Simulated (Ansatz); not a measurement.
# GaAs (F-43m) in Ansatz: reference runs

How does GaAs come out in PBE? The cell is run as given and disturbed.

Everything below comes from runs of Ansatz 0.2.0. Logs are shortened: lines on timing, memory, paths and dates and some standing lists are left out, and cuts for length are marked.

**What was measured.**

From “Evidence of valence band perturbations in GaAsN/GaAs(001): A combined variable-angle spectroscopic ellipsometry and modulated photoreflectance investigation”, 2008, arxiv:0805.2212, for a bulk crystal of GaAs at 300 K: band gap 1.418 ± 0.005 eV (direct).

The results are compared with them further down.

## Step 1: Starting point

The structure is cubic, space group F-43m (No. 216). The conventional cell has a = 5.654 Å, b = 5.654 Å, c = 5.654 Å, α = 90.00°, β = 90.00°, γ = 90.00°. As (site symmetry -43m) has 4 Ga at 2.45 Å as nearest neighbours. Around Ga (site symmetry -43m) lie 4 As at 2.45 Å.

## Step 2: Single point, PBE

input.yaml

```yaml
crystal:
  lattice:
    - [0.0, 2.82685, 2.82685]
    - [2.82685, 0.0, 2.82685]
    - [2.82685, 2.82685, 0.0]
  atoms:
    - { symbol: As, position: [0.75, 0.75, 0.75] }
    - { symbol: Ga, position: [0.0, 0.0, 0.0] }
hamiltonian:
  xc: pbe
  pseudopotentials: { kind: paw }
kpoints:
  mp_grid: { grid: [8, 8, 8] }
scf:
  occupations: { method: fermi_dirac, width: 0.05 }
output:
  forces: true
  stress: true
  eigenvalues: true
```

Potentials or basis: Ansatz PAW.

Command:

```bash
> ansatz run input.yaml --threads 1 --pin off --max-ram 2560MiB --backend cpu --events-out ev --progress --plain --runs-dir out
```

Standard output:

```text
Warning: RAYON_NUM_THREADS=1 ignored (pool sized by the plan → 1); use --threads N
Engine: ansatz 0.2.0, aarch64-unknown-linux-gnu
Pseudopotentials: kind: paw
Pseudopotential: As, paw, valence charge 15, recommended cutoff 420 eV (normal), As.paw.azcp
Pseudopotential: Ga, paw, valence charge 13, recommended cutoff 420 eV (normal), Ga.paw.azcp
Functional definition: PBE
  parameter kappa = 0.804
  parameter beta = 0.06672455060314922
  exchange = pbe_x(kappa = kappa, mu = beta*pi^2/3)
  correlation = pbe_c(beta = beta)
Crystal: 2 atoms, lattice volume = 45.179 Å³
Basis set: ecut = 420 eV, 893 PW (Γ), exchange–correlation on 54×54×54 points (8 copies of the dense FFT grid, shifted against one another)
Bands: 18, of which v1, the nominal top of the filled ones, is band 14 counted from 1 (13 counted from 0)
Symmetry: 24 space group operations
Space group: F-43m (ITA 216), of the structure as read, at distance tolerance 3.6e-5 Å
k-points: 29 of 512 (time reversal used)
Non-local potential: As, projectors of the file, l = 0: 2, l = 1: 2, l = 2: 3, l = 3: 1
Non-local potential: Ga, projectors of the file, l = 0: 2, l = 1: 2, l = 2: 3, l = 3: 1
PAW form: soft (Blöchl's): semilocal exchange-correlation on the pseudo side does not see the compensation charge
PAW one-centre angular grid: As, 590 points (default); XC on 64 Gauss nodes
PAW one-centre angular grid: Ga, 590 points (default); XC on 64 Gauss nodes
Initial density: superposition of atomic densities (neutral atoms: chi_scale 0, normalization atom), corrected by the library's trained network
Initial wavefunctions: pseudopotential atomic-orbital guess
Functional: x = pbe(κ = 0.804, μ = 0.2195149727645171), c = pbe(β = 0.06672455060314922)
SCF iter   1: F=—  HF=-8639.835146 eV  |F-HF|=—  |Δ(HF+E_count)|=         —  Δρ=1.75e-3  dr2=2.36e-3  ethr=1.77e-3  ⟨swp⟩=5.9  Hψ=2529  notcnv=0
preconditioner: auto → none  [insulator: Δε(μ)=0.507 eV  Ē_g=15.490 eV  σ=0.050 eV  W_gap=0.99  n_scr=14 (ndim 8)  ℏωp=23.4 eV  f_vac=0.086  D(μ)=0.00/eV (n_scr^D=0)  ε∞_Penn≈3.3]
SCF iter   2: F=—  HF=-8639.834118 eV  |F-HF|=—  |Δ(HF+E_count)|=   1.03e-3  Δρ=8.69e-4  dr2=3.17e-4  ethr=8.42e-6  ⟨swp⟩=2.0  Hψ=1039  notcnv=0
SCF iter   3: F=—  HF=-8639.834031 eV  |F-HF|=—  |Δ(HF+E_count)|=   8.67e-5  Δρ=2.67e-4  dr2=3.94e-5  ethr=1.13e-6  ⟨swp⟩=2.0  Hψ=783  notcnv=0
SCF iter   4: F=—  HF=-8639.834048 eV  |F-HF|=—  |Δ(HF+E_count)|=   1.65e-5  Δρ=1.34e-4  dr2=1.12e-5  ethr=1.41e-7  ⟨swp⟩=2.6  Hψ=785  notcnv=0
SCF iter   5: F=—  HF=-8639.834055 eV  |F-HF|=—  |Δ(HF+E_count)|=   6.96e-6  Δρ=3.79e-5  dr2=7.09e-7  ethr=3.99e-8  ⟨swp⟩=2.0  Hψ=638  notcnv=0
SCF iter   6: F=-8639.834055 eV  HF=-8639.834055 eV  |F-HF|=3.57e-10  |Δ(HF+E_count)|=   5.53e-7  Δρ=4.82e-6  dr2=1.83e-8  ethr=3.57e-10  ⟨swp⟩=5.3  Hψ=2391  notcnv=0
SCF 1 converged in 6 iterations: F = -8639.834055 eV  dr2 = 1.83e-8
SCF converged after 6 iterations
Free energy (F): -8639.834055 eV
Harris-Foulkes:  -8639.834055 eV  (|F-HF|=3.57e-10)
Internal energy: -8639.834030 eV  (E = F + TS)
E sigma→0 (E₀):  -8639.834043 eV
Entropy (-TS):   -0.000025 eV (-0.013 meV/atom)
Fermi energy:    8.471063 eV
--- Per-component energies (eV) ---
  E_band       = -311.943660
  E_kinetic    = 219.488614
  E_local      = -3915.502158  (includes V_loc(G=0)·N_el)
  E_nonlocal   = -245.780403
  E_hartree    = 1973.458157
  E_xc         = -148.501547
  E_vxc        = -137.537159  (∫ρ·V_xc dr)
  E_paw        = -3824.268769  (= ΣΔE_a)
  E_vpaw       = -179.532913  (= ΣTr[D̂ρ^β])
  E_aug_tail   = -0.000138  (compensation charges beyond the density's cutoff)
  E_ewald      = -2698.727786
  E_smearing   = -0.000025  (= −TS)
  E_closure    = -0.000000  (closes the sum)
  Σ components = -8639.834055   (vs F -8639.834055, Δ=0.00e0)
--- Forces (eV/Å), atoms counted from 1 ---
  atom   1  As     0.00000000    -0.00000000    -0.00000000
  atom   2  Ga    -0.00000000     0.00000000    -0.00000000
  max |Σ_I F_I| component: 2.20e-16 eV/Å
--- Stress (GPa, compression-positive) ---
        3.270605       0.000000      -0.000000
       -0.000000       3.270605       0.000000
       -0.000000       0.000000       3.270605
  P = ⅓ Tr σ = 3.2706 GPa (32.706 kbar)
--- Band table (eV; the first three rows and the last of 29) ---
  k-point 0: bands = ["-26.9503", "-26.9503", "-26.9503", "-26.9406", "-26.9406", "-6.5988", "-6.5988", "-6.5988", "-6.5199", "-6.5199", "-4.5435", "8.1841", "8.1841", "8.1841", "8.6997", "11.9233", "11.9233", "11.9233"]
  k-point 1: bands = ["-26.9503", "-26.9502", "-26.9502", "-26.9405", "-26.9405", "-6.6127", "-6.5953", "-6.5953", "-6.5201", "-6.5201", "-4.3607", "6.2225", "7.9485", "7.9485", "9.7759", "12.2707", "12.2707", "12.3830"]
  k-point 2: bands = ["-26.9502", "-26.9499", "-26.9499", "-26.9405", "-26.9405", "-6.6428", "-6.5875", "-6.5875", "-6.5197", "-6.5197", "-3.8508", "4.0492", "7.5071", "7.5071", "9.6371", "12.7887", "12.7887", "14.1408"]
  k-point 28: bands = ["-26.9500", "-26.9496", "-26.9485", "-26.9407", "-26.9399", "-6.6992", "-6.5671", "-6.5545", "-6.5306", "-6.5163", "-1.9853", "1.5602", "4.6533", "4.8464", "12.8072", "12.9081", "13.5996", "14.2334"]
```

Wall time 2.5 s (1 thread of Arm Neoverse V2, shared host); peak memory 0.31 GiB.

What came out:

```
Free energy            : -8639.8341 eV
Pressure               : 3.3 GPa
Band gap on the k mesh : 0.52 eV, direct
```

Levels at points of the mesh, in eV from the valence-band top:
```csv
k point,band 12,band 13,band 14,band 15,band 16,band 17
"(0.00, 0.00, 0.00)",0.00,0.00,0.00,0.52,3.74,3.74
"(0.00, 0.00, -0.50)",-6.63,-1.14,-1.14,1.00,4.64,4.64
"(0.00, -0.50, -0.50)",-6.81,-2.67,-2.67,1.47,1.66,10.17
```

## Step 3: Single point, PBE (atoms moved at random, drawn with an rms of 0.05 Å)

input.yaml: that of step 2 with these lines changed.

```diff
@@ -6,4 +6,4 @@
   atoms:
-    - { symbol: As, position: [0.75, 0.75, 0.75] }
-    - { symbol: Ga, position: [0.0, 0.0, 0.0] }
+    - { symbol: As, position: [0.757905, 0.739783, 0.759421] }
+    - { symbol: Ga, position: [0.009646, 0.00933, -0.020551] }
 hamiltonian:
```

Potentials or basis: Ansatz PAW.

Command:

```bash
> ansatz run input.yaml --threads 1 --pin off --max-ram 2560MiB --backend cpu --events-out ev --progress --plain --runs-dir out
```

Standard output:

```text
Warning: RAYON_NUM_THREADS=1 ignored (pool sized by the plan → 1); use --threads N
[... 9 set-up lines as earlier in the session ...]
Crystal: 2 atoms, lattice volume = 45.179 Å³
Basis set: ecut = 420 eV, 893 PW (Γ), exchange–correlation on 54×54×54 points (8 copies of the dense FFT grid, shifted against one another)
Bands: 18, of which v1, the nominal top of the filled ones, is band 14 counted from 1 (13 counted from 0)
Symmetry: 1 space group operations
Space group: P1 (ITA 1), of the structure as read, at distance tolerance 3.6e-5 Å
k-points: 260 of 512 (time reversal used)
[... 8 set-up lines as earlier in the session ...]
SCF iter   1: F=—  HF=-8639.787363 eV  |F-HF|=—  |Δ(HF+E_count)|=         —  Δρ=1.71e-3  dr2=2.19e-3  ethr=1.77e-3  ⟨swp⟩=5.8  Hψ=22881  notcnv=0
preconditioner: auto → none  [insulator: Δε(μ)=0.190 eV  Ē_g=15.498 eV  σ=0.050 eV  W_gap=0.74  n_scr=14 (ndim 8)  ℏωp=23.4 eV  f_vac=0.088  D(μ)=0.02/eV (n_scr^D=0)  ε∞_Penn≈3.3]
SCF iter   2: F=—  HF=-8639.786353 eV  |F-HF|=—  |Δ(HF+E_count)|=   1.01e-3  Δρ=8.77e-4  dr2=3.15e-4  ethr=7.83e-6  ⟨swp⟩=2.0  Hψ=9161  notcnv=0
SCF iter   3: F=—  HF=-8639.786262 eV  |F-HF|=—  |Δ(HF+E_count)|=   9.05e-5  Δρ=2.65e-4  dr2=3.79e-5  ethr=1.13e-6  ⟨swp⟩=2.0  Hψ=7021  notcnv=0
SCF iter   4: F=—  HF=-8639.786283 eV  |F-HF|=—  |Δ(HF+E_count)|=   2.01e-5  Δρ=1.30e-4  dr2=9.70e-6  ethr=1.35e-7  ⟨swp⟩=3.0  Hψ=7200  notcnv=0
SCF iter   5: F=—  HF=-8639.786289 eV  |F-HF|=—  |Δ(HF+E_count)|=   6.72e-6  Δρ=3.47e-5  dr2=5.78e-7  ethr=3.46e-8  ⟨swp⟩=2.0  Hψ=5721  notcnv=0
SCF iter   6: F=-8639.786290 eV  HF=-8639.786290 eV  |F-HF|=7.16e-9  |Δ(HF+E_count)|=   4.92e-7  Δρ=4.07e-6  dr2=1.17e-8  ethr=3.57e-10  ⟨swp⟩=5.3  Hψ=21499  notcnv=0
SCF 1 converged in 6 iterations: F = -8639.786290 eV  dr2 = 1.17e-8
SCF converged after 6 iterations
Free energy (F): -8639.786290 eV
Harris-Foulkes:  -8639.786290 eV  (|F-HF|=7.16e-9)
Internal energy: -8639.786138 eV  (E = F + TS)
E sigma→0 (E₀):  -8639.786214 eV
Entropy (-TS):   -0.000151 eV (-0.076 meV/atom)
Fermi energy:    8.602107 eV
--- Per-component energies (eV) ---
  E_band       = -312.188786
  E_kinetic    = 219.542703
  E_local      = -3917.766354  (includes V_loc(G=0)·N_el)
  E_nonlocal   = -245.813437
  E_hartree    = 1974.419968
  E_xc         = -148.531997
  E_vxc        = -137.573144  (∫ρ·V_xc dr)
  E_paw        = -3824.205037  (= ΣΔE_a)
  E_vpaw       = -179.421260  (= ΣTr[D̂ρ^β])
  E_aug_tail   = -0.000125  (compensation charges beyond the density's cutoff)
  E_ewald      = -2697.431861
  E_smearing   = -0.000151  (= −TS)
  E_closure    = -0.000000  (closes the sum)
  Σ components = -8639.786290   (vs F -8639.786290, Δ=0.00e0)
--- Forces (eV/Å), atoms counted from 1 ---
  atom   1  As    -0.15301205    -0.70952825     0.51122397
  atom   2  Ga     0.15301016     0.70952543    -0.51122169
  max |Σ_I F_I| component: 2.82e-6 eV/Å
--- Stress (GPa, compression-positive) ---
        3.678167      -1.518589       2.107159
       -1.518589       3.463869       0.470433
        2.107159       0.470433       3.569552
  P = ⅓ Tr σ = 3.5705 GPa (35.705 kbar)
--- Band table (eV; the first three rows and the last of 260) ---
  k-point 0: bands = ["-26.9607", "-26.9580", "-26.9430", "-26.9400", "-26.9381", "-6.6315", "-6.6221", "-6.6129", "-6.5401", "-6.5398", "-4.5440", "7.9093", "8.1074", "8.5027", "8.7005", "11.7363", "11.9614", "12.1154"]
  k-point 1: bands = ["-26.9606", "-26.9579", "-26.9429", "-26.9399", "-26.9379", "-6.6353", "-6.6224", "-6.6170", "-6.5400", "-6.5399", "-4.3671", "6.4679", "7.7149", "7.9068", "9.6636", "12.2312", "12.3558", "12.4396"]
  k-point 2: bands = ["-26.9604", "-26.9579", "-26.9428", "-26.9398", "-26.9376", "-6.6629", "-6.6178", "-6.6120", "-6.5392", "-6.5390", "-3.8784", "4.3227", "7.3243", "7.5155", "9.4232", "12.6119", "12.8445", "14.1904"]
  k-point 259: bands = ["-26.9600", "-26.9573", "-26.9429", "-26.9391", "-26.9380", "-6.7050", "-6.6016", "-6.5932", "-6.5374", "-6.5353", "-2.7591", "1.4465", "6.8052", "7.3187", "9.2469", "12.4933", "13.2386", "15.9644"]
```

It took 16 s on 1 thread of Arm Neoverse V2, shared host; peak memory 0.48 GiB.

What came out:

| Property | Result |
| --- | --- |
| Free energy | -8639.7863 eV |
| Pressure | 3.6 GPa |
| Largest force | 0.888 eV/Å |
| Band gap on the k mesh | 0.20 eV, direct |

Forces on the atoms (eV/Å):
```
As  -0.153 -0.710  0.511
Ga   0.153  0.710 -0.511
```

Stress tensor (GPa, compression positive):
```
 3.68 -1.52  2.11
-1.52  3.46  0.47
 2.11  0.47  3.57
```

Levels at points of the mesh, in eV from the valence-band top:
```
              k point  band 10  band 11  band 12  band 13  band 14  band 15  band 16  band 17  band 18
   (0.00, 0.00, 0.00)   -15.04   -13.05    -0.59    -0.40     0.00     0.20     3.23     3.46     3.61
  (0.00, 0.00, -0.50)   -15.04   -11.39    -6.59    -1.60    -1.41     0.46     4.07     4.34     7.30
  (0.00, -0.50, 0.00)   -15.04   -11.22    -7.19    -1.64    -1.22     0.83     4.10     4.71     7.51
 (0.00, -0.50, -0.50)   -15.03   -10.56    -7.15    -3.03    -2.92     1.12     1.35     9.84     9.91
  (-0.50, 0.00, 0.00)   -15.04   -11.29    -6.97    -1.72    -1.18     0.69     3.95     4.72     7.43
 (-0.50, 0.00, -0.50)   -15.03   -10.56    -7.12    -3.10    -2.88     1.01     1.46     9.71    10.03
 (-0.50, -0.50, 0.00)   -15.03   -10.56    -7.13    -3.07    -2.90     1.06     1.41     9.76     9.99
(-0.50, -0.50, -0.50)   -15.04   -11.26    -7.06    -1.70    -1.18     0.74     3.99     4.74     7.46
```

A k mesh can miss the band edges.

## Step 4: How close it comes

Step 2. A measured gap of GaAs is 1.418 eV (direct; 300 K; “Evidence of valence band perturbations in GaAsN/GaAs(001): A combined variable-angle spectroscopic ellipsometry and modulated photoreflectance investigation”, 2008, arxiv:0805.2212); the calculated 0.52 eV misses it by -0.90 eV. 3 values of this kind are on record (1.412 to 1.51 eV); this one was drawn at random among those near their median, those with a stated uncertainty first. Spin-orbit coupling on As, Ga is left out. The value is that of PBE on a finite k mesh, which can miss the band edges, without temperature or zero-point motion. Semilocal functionals fall short of measured gaps as a rule.
